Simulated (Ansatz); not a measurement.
## From the elastic tensor of C at 18 GPa (stress–strain coefficients) to moduli and sound speeds

Level of theory: DFT PBE, scalar-relativistic, plane waves, PAW in Ansatz. Settings: 420 eV plane-wave cutoff, Γ-centred 12×12×6 mesh, fixed occupations. No spin polarisation.

Symmetry: P6_3/mmc, No. 194, hexagonal system. The conventional cell has a = 2.479 Å, b = 2.479 Å, c = 4.128 Å, α = 90.00°, β = 90.00°, γ = 120.00°. C (site symmetry 3m) is surrounded by 4 C at 1.52 to 1.54 Å.

Relaxed-ion constants (GPa, on the Cartesian axes of the calculation):
C11 = 1304.3, C12 = 139.4, C13 = 40.4, C22 = 1304.3, C23 = 40.4, C33 = 1439.6, C44 = 482.6, C55 = 482.6, C66 = 582.4 GPa; the others vanish.

Density 3.631 g/cm³; 4 atoms in 21.97 Å³.

The values that follow are for a polycrystal of randomly turned grains, by Hill's mean where one number stands.

* Bulk modulus, Voigt / Reuss / Hill: 498.6 / 498.5 / 498.5 GPa
* Shear modulus, Voigt / Reuss / Hill: 564.7 / 554.3 / 559.5 GPa
* Young's modulus: 1222 GPa
* Poisson ratio: 0.092
* Pugh ratio B/G: 0.89
* Universal anisotropy index: 0.09
* Longitudinal and transverse sound speeds: 18513 and 12413 m/s
* Debye temperature from the mean sound speed: 2288 K

Cost: 1 run of about 0.29 core-minutes, on AMD EPYC 9R45 (Zen 5) (shared hosts).

The cell and symmetry match hexagonal diamond (lonsdaleite), and the elastic response is that of a rigid sp3 network. The shear modulus exceeds the bulk modulus, which is unusual among solids. It reflects strongly directional covalent bonds that resist changes in angle as well as in length. The same angular stiffness keeps C12 and C13 small and the Poisson ratio down at 0.092, since a strain along one axis calls up little transverse stress.

C33 exceeds C11 because one set of bonds lies parallel to the c axis and is stretched directly by axial strain. Shear of the basal layers over one another (C44) is softer than shear within them (C66), probably because it is taken up more by bending bonds than by stretching them. These differences are modest, and the universal anisotropy index of 0.09 marks the single crystal as only weakly anisotropic. Compression stiffens the lattice, so the moduli should lie above their ambient-pressure counterparts. The tensor meets the conditions for stability against small homogeneous strains, but this doesn't settle whether the phase is favoured over cubic diamond.
